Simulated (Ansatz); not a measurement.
`N#C[SiH2]C#N` + `CCCC#N` → `CC[SiH2]C#N` + `N#CCC#N` at 700 K and 1 bar (formal exchange of groups at the Si–C bond).

Program: Ansatz. Geometries: PBE0-D4/def2-TZVP. ΔE: electronic, gas phase. CBS: MP2 limit from def2 TZ/QZ plus the TZ coupled-cluster correction, frozen cores. One conformer a species, not always the lowest.

```csv
species,CCSD(T)/CBS energy (Eh),H − E (kJ/mol),S (J/(mol·K))
`N#C[SiH2]C#N`,-475.76279,150.9,406.7
`CCCC#N`,-211.11677,341.9,424.6
`CC[SiH2]C#N`,-462.15225,320.7,468.6
`N#CCC#N`,-224.71425,170.2,365.7
```

H − E and S are ideal-gas, rigid-rotor, harmonic terms from PBE0-D4/def2-TZVP, for one conformer and one mirror image of each species. 1 Eh = 2625.50 kJ/mol, R = 8.31446 J/(mol·K).

Q: By hand: ΔE, ΔH, ΔS and ΔG.

A: ΔE = (-462.15225) + (-224.71425) − (-475.76279) − (-211.11677) = 0.01306 Eh = 34.3 kJ/mol. Δ(H − E) = 320.7 + 170.2 − 150.9 − 341.9 = -1.9, so ΔH = 32.4 kJ/mol. ΔS = 468.6 + 365.7 − 406.7 − 424.6 = 3.0 J/(mol·K). ΔG = 32.4 − 700 × (3.0)/1000 = 30.3 kJ/mol.

Q: By hand: the equilibrium constant, and the temperature at which ΔG would vanish if ΔH and ΔS stayed fixed.

A: log₁₀ K = −ΔG/(RT ln 10) = -2.3. ΔG = 0 at ΔH/ΔS = 10800 K, far beyond where these terms or the molecules hold.

The number of gas molecules stays the same, so ΔS is small and ΔH decides. A doubt of 5 kJ/mol in ΔE shifts log₁₀ K by 0.4 here. Other conformers and mirror images would add mixing entropy, several J/(mol·K) or more a flexible species. These are equilibria of isolated gas molecules and say nothing of rates. Largest T1 diagnostic: 0.014 (customary marks: 0.02 for closed shells, 0.045 for open ones).
